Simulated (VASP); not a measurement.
# Ti (P6_3/mmc) in VASP: further runs

The runs below take Ti through equation of state, with LDA.

All numbers are computed with VASP 6.6.1; they aren't measurements. Logs are shortened: lines on timing, memory, paths and dates and some standing lists are left out, and cuts for length are marked.

**1. The structure**

It takes space group P6_3/mmc (No. 194, hexagonal). The conventional cell has a = 2.863 Å, b = 2.863 Å, c = 4.536 Å, α = 90.00°, β = 90.00°, γ = 120.00°. Ti (site symmetry -6m2) has 12 Ti at 2.81 to 2.86 Å as nearest neighbours.

**2. Equation of state, LDA, 15.45 Å³/atom (a relaxed cell with its volume scaled by 0.96)**

INCAR reads:

```
SYSTEM = Ti
PREC = Accurate
ENCUT = 520
EDIFF = 1E-6
ISMEAR = -1
SIGMA = 0.05
LREAL = .FALSE.
LASPH = .TRUE.
NELM = 100
ALGO = Normal
ISIF = 2
LWAVE = .FALSE.
LCHARG = .FALSE.
```

KPOINTS reads:

```
Automatic mesh
0
G
  8 8 6
  0 0 0
```

POSCAR reads:

```
Ti                                      
1.0
    2.8242856989     -0.0000000000      0.0000000000
   -1.4121428495      2.4459031628     -0.0000000000
    0.0000000000     -0.0000000000      4.4742870589
  Ti            
     2
Direct
     0.6666666667000030    0.3333333332999970    0.7500000000000000
     0.3333333332999970    0.6666666667000030    0.2500000000000000
```

Potentials or basis: VASP PAW LDA potentials, release 64 (Ti_sv).

On the command line:

```bash
$ cat potpaw_LDA.64/Ti_sv/POTCAR > POTCAR
$ mpirun -np 1 vasp_std > vasp.out
```

OUTCAR:

```text
SYSTEM = Ti
   PREC = Accurate
   ENCUT = 520
   EDIFF = 1E-6
   ISMEAR = -1
   LREAL = .FALSE.
   LASPH = .TRUE.
   NELM = 100
   ISIF = 2

 ion  position               nearest neighbor table
   1  0.667  0.333  0.750-   2 2.77   2 2.77   2 2.77   2 2.77   2 2.77   2 2.77
   2  0.333  0.667  0.250-   1 2.77   1 2.77   1 2.77   1 2.77   1 2.77   1 2.77

  LATTYP: Found a hexagonal cell.
 ALAT       =     2.8242856989
 C/A-ratio  =     1.5842189976

  Lattice vectors:

 A1 = (   2.8242856989,   0.0000000000,   0.0000000000)
 A2 = (  -1.4121428495,   2.4459031628,   0.0000000000)
 A3 = (   0.0000000000,   0.0000000000,   4.4742870589)

Analysis of symmetry for initial positions (statically):
=====================================================================
 Subroutine PRICEL returns:
 Original cell was already a primitive cell.

 Routine SETGRP: Setting up the symmetry group for a
 hexagonal supercell.

 Subroutine GETGRP returns: Found 24 space group operations
 (whereof 12 operations were pure point group operations)
 out of a pool of 24 trial point group operations.

The static configuration has the point symmetry D_3d.
 The point group associated with its full space group is D_6h.

Analysis of symmetry for dynamics (positions and initial velocities):
=====================================================================
 Subroutine PRICEL returns:
 Original cell was already a primitive cell.

 Routine SETGRP: Setting up the symmetry group for a
 hexagonal supercell.

 Subroutine GETGRP returns: Found 24 space group operations
 (whereof 12 operations were pure point group operations)
 out of a pool of 24 trial point group operations.

The dynamic configuration has the point symmetry D_3d.
 The point group associated with its full space group is D_6h.

 Subroutine INISYM returns: Found 24 space group operations
 (whereof 12 operations are pure point group operations),
 and found     1 'primitive' translations

----------------------------------------------------------------------------------------

                                     Primitive cell

  volume of cell :      30.9081

  direct lattice vectors                    reciprocal lattice vectors
     2.824285699  0.000000000  0.000000000     0.354071828  0.204423465  0.000000000
    -1.412142849  2.445903163  0.000000000     0.000000000  0.408846930  0.000000000
     0.000000000  0.000000000  4.474287059     0.000000000  0.000000000  0.223499294

[... 83 lines left out ...]
   EDIFF  = 0.1E-05   stopping-criterion for ELM
   LREAL  =      F    real-space projection
   EDIFFG = 0.1E-04   stopping-criterion for IOM
   NSW    =      0    number of steps for IOM
   IBRION =     -1    ionic relax: 0-MD 1-quasi-New 2-CG
   NFREE  =      0    steps in history (QN), initial steepest desc. (CG)
   ISIF   =      2    stress and relaxation
   ISYM   =      2    0-nonsym 1-usesym 2-fastsym
   POTIM  = 0.5000    time-step for ionic-motion
   TEBEG  =    0.0;   TEEND  =   0.0 temperature during run
   PSTRESS=    0.0 pullay stress
   NELECT =      24.0000    total number of electrons
   NUPDOWN=      -1.0000    fix difference up-down
   EMIN   =  10.00;   EMAX   =-10.00  energy-range for DOS
   EFERMI =   0.00;   METHOD = LEGACY
   ISMEAR =    -1;   SIGMA  =   0.05  broadening in eV -4-tet -1-fermi 0-gaus
   EFERMI_NEDOS =   21; number of points for ismear=-14 and -15
   IALGO  =     38    algorithm
   IMIX   =      4    mixing-type and parameters
     AMIX     =   0.40;   BMIX     =  1.00
     AMIX_MAG =   1.60;   BMIX_MAG =  1.00
  volume/ion in A,a.u.               =      15.45       104.29
  Fermi-wavevector in a.u.,A,eV,Ry     =   1.504716  2.843502 30.805925  2.264172
  Thomas-Fermi vector in A             =   2.615660
   LORBIT       =      0    0 simple, 1 ext, 2 COOP (PROOUT), +10 PAW based schemes
   GGA     = CA    functional components
   LHFCALC =     F    Hartree Fock is set to
   AEXX    =    0.0000 exact exchange contribution
   IVDW    =     0    specifies the selected vdW correction
   LEPSILON=     F    determine dielectric tensor
   LRPA    =     F    only Hartree local field effects (RPA)
 non-spin polarized calculation
  energy-cutoff  :      520.00
  volume of cell :       30.91
 maximum number of plane-waves:       844
 NGX is ok and might be reduce to    24
   NGX = 11   NGY = 11   NGZ = 17

 number of electron      24.0000001 magnetization

 Free energy of the ion-electron system (eV)
  ---------------------------------------------------
  ext. energy  EPLUGINS =         0.00000000
  ---------------------------------------------------
  free energy    TOTEN  =       -17.08831679 eV

  energy without entropy =      -17.07385495  energy(sigma->0) =      -17.08108587

 E-fermi :   9.4047     XC(G=0): -12.3559

 val. band max:        9.3844275353   @ k =   0.2500   0.2500   0.3333
 cond. band min:       9.4674217076   @ k =   0.0000   0.0000   0.5000
 fundamental gap:      0.0829941723
 Fermi energy:         9.4046839401

 k-point     1 :       0.0000    0.0000    0.0000
  band No.  band energies     occupation
      1     -46.6178      2.00000
      2     -46.3882      2.00000
      3     -23.7480      2.00000
      4     -22.8083      2.00000
      5     -22.8083      2.00000
      6     -22.6912      2.00000
[... 433 lines left out ...]
      3     -23.5628      2.00000
      4     -23.4347      2.00000
      5     -23.0649      2.00000
      6     -22.9325      2.00000
[... 8 lines left out ...]
     15      10.7658      0.00000
     16      12.0393      0.00000

 [... further k-points ...]

------------------------ aborting loop because EDIFF is reached ----------------------------------------

  FORCE on cell =-STRESS in cart. coord.  units (eV):
  Direction    XX          YY          ZZ          XY          YZ          ZX
  --------------------------------------------------------------------------------------
  -------------------------------------------------------------------------------------
  Total        1.0650617      1.0650617      1.1386638     -0.0000000     -0.0000000     -0.0000000
  in kB       55.2094772     55.2094772     59.0247792     -0.0000000     -0.0000000     -0.0000000
  external PRESSURE =      56.4812446 kB  Pullay stress =       0.0000000 kB

 VOLUME and BASIS-vectors are now :
 -----------------------------------------------------------------------------
  energy-cutoff  :      520.00
  volume of cell :       30.91
      direct lattice vectors                 reciprocal lattice vectors
     2.824285699  0.000000000  0.000000000     0.354071828  0.204423465  0.000000000
    -1.412142849  2.445903163  0.000000000     0.000000000  0.408846930  0.000000000
     0.000000000  0.000000000  4.474287059     0.000000000  0.000000000  0.223499294

 POSITION                                       TOTAL-FORCE (eV/Angst)
 -----------------------------------------------------------------------------------
      1.41214      0.81530      3.35572         0.000000     -0.000000      0.000000
     -0.00000      1.63060      1.11857        -0.000000      0.000000      0.000000
 -----------------------------------------------------------------------------------
    total drift:                               -0.000000      0.000000     -0.000000

  FREE ENERGIE OF THE ION-ELECTRON SYSTEM (eV)
  ---------------------------------------------------
  free  energy   TOTEN  =       -17.0883167885 eV

  energy  without entropy=      -17.0738549487  energy(sigma->0) =      -17.08108587
```

stdout:

```text
POSCAR found type information on POSCAR Ti
 POSCAR found :  1 types and       2 ions
 scaLAPACK will be used
 LDA part: xc-table for (Slater(with rela. corr.)+CA(PZ))
 , standard interpolation
 POSCAR, INCAR and KPOINTS ok, starting setup
 FFT: planning ... GRIDC
 FFT: planning ... GRID_SOFT
 FFT: planning ... GRID
 WAVECAR not read
 entering main loop
```

It took 15 s on 1 thread of Intel Xeon Platinum 8259CL at 2.50GHz (Skylake/Cascade Lake), shared host; peak memory 0.14 GiB.

Results:

```
Free energy            : -17.0883 eV
Pressure               : 5.6 GPa
Band gap on the k mesh : none (metal or under the smearing width)
```

**3. Equation of state, LDA, 15.78 Å³/atom (a relaxed cell with its volume scaled by 0.98)**

INCAR is that of step 2.

KPOINTS is that of step 2.

POSCAR reads:

```
Ti                                      
1.0
    2.8437641468     -0.0000000000      0.0000000000
   -1.4218820734      2.4627719936     -0.0000000000
    0.0000000000     -0.0000000000      4.5051451861
  Ti            
     2
Direct
     0.6666666667000030    0.3333333332999970    0.7500000000000000
     0.3333333332999970    0.6666666667000030    0.2500000000000000
```

Potentials or basis: VASP PAW LDA potentials, release 64 (Ti_sv).

On the command line:

```bash
$ cat potpaw_LDA.64/Ti_sv/POTCAR > POTCAR
$ mpirun -np 1 vasp_std > vasp.out
```

It took 15 s on 1 thread of Intel Xeon Platinum 8259CL at 2.50GHz (Skylake/Cascade Lake), shared host; peak memory 0.14 GiB.

It converged, with:

```yaml
Free_energy: -17.1051 eV
Pressure: 2.7 GPa
Band_gap_on_the_k_mesh: none (metal or under the smearing width)
```

**4. Equation of state, LDA, 16.10 Å³/atom**

INCAR is that of step 3.

KPOINTS is that of step 3.

POSCAR reads:

```
Ti                                      
1.0
    2.8629793523     -0.0000000000      0.0000000000
   -1.4314896762      2.4794128497     -0.0000000000
    0.0000000000     -0.0000000000      4.5355862797
  Ti            
     2
Direct
     0.6666666667000030    0.3333333332999970    0.7500000000000000
     0.3333333332999970    0.6666666667000030    0.2500000000000000
```

On the command line:

```bash
$ cat potpaw_LDA.64/Ti_sv/POTCAR > POTCAR
$ mpirun -np 1 vasp_std > vasp.out
```

Wall time 15 s (1 thread of Intel Xeon Platinum 8259CL at 2.50GHz (Skylake/Cascade Lake), shared host); peak memory 0.14 GiB.

Results (log left out):

```
Free energy            : -17.1107 eV
Pressure               : 0.0 GPa
Band gap on the k mesh : none (metal or under the smearing width)
```

**5. Equation of state, LDA, 16.42 Å³/atom (a relaxed cell with its volume scaled by 1.02)**

INCAR is that of step 4.

KPOINTS is that of step 4.

POSCAR reads:

```
Ti                                      
1.0
    2.8819400331     -0.0000000000      0.0000000000
   -1.4409700165      2.4958332808     -0.0000000000
    0.0000000000     -0.0000000000      4.5656241503
  Ti            
     2
Direct
     0.6666666667000030    0.3333333332999970    0.7500000000000000
     0.3333333332999970    0.6666666667000030    0.2500000000000000
```

On the command line:

```bash
$ cat potpaw_LDA.64/Ti_sv/POTCAR > POTCAR
$ mpirun -np 1 vasp_std > vasp.out
```

Wall time 15 s (1 thread of Intel Xeon Platinum 8259CL at 2.50GHz (Skylake/Cascade Lake), shared host); peak memory 0.14 GiB.

Results (log left out):

```yaml
Free_energy: -17.1060 eV
Pressure: -2.4 GPa
Band_gap_on_the_k_mesh: none (metal or under the smearing width)
```

**6. Equation of state, LDA, 16.74 Å³/atom (a relaxed cell with its volume scaled by 1.04)**

INCAR is that of step 5.

KPOINTS is that of step 5.

POSCAR reads:

```
Ti                                      
1.0
    2.9006544538     -0.0000000000      0.0000000000
   -1.4503272269      2.5120404446     -0.0000000000
    0.0000000000     -0.0000000000      4.5952718911
  Ti            
     2
Direct
     0.6666666667000030    0.3333333332999970    0.7500000000000000
     0.3333333332999970    0.6666666667000030    0.2500000000000000
```

Potentials or basis: VASP PAW LDA potentials, release 64 (Ti_sv).

On the command line:

```bash
$ cat potpaw_LDA.64/Ti_sv/POTCAR > POTCAR
$ mpirun -np 1 vasp_std > vasp.out
```

It took 15 s on 1 thread of Intel Xeon Platinum 8259CL at 2.50GHz (Skylake/Cascade Lake), shared host; peak memory 0.14 GiB.

The run converged. Its results:

| Item | Value |
| --- | --- |
| Free energy | -17.0919 eV |
| Pressure | -4.6 GPa |
| Band gap on the k mesh | none (metal or under the smearing width) |

**7. Equation of state, LDA**

Potentials or basis: VASP PAW LDA potentials, release 64 (Ti_sv).

No new run: the results of the series are fitted here.

Results:

```yaml
Equilibrium_volume: 16.11 Å³/atom
Bulk_modulus_at_fixed_shape_and_positions: 128 GPa
Pressure_derivative_of_the_bulk_modulus: "3.6 (rough: it moves with the points fitted)"
```

Energy against volume, from the lowest point:
```csv
volume (Å³/atom),energy (meV/atom)
15.454,11.20
15.776,2.78
16.098,0.00
16.420,2.35
16.742,9.40
```

Caveat: the cell was scaled at fixed shape and fractional positions, which overstates the stiffness of a crystal with free parameters, most of all of layers and chains.
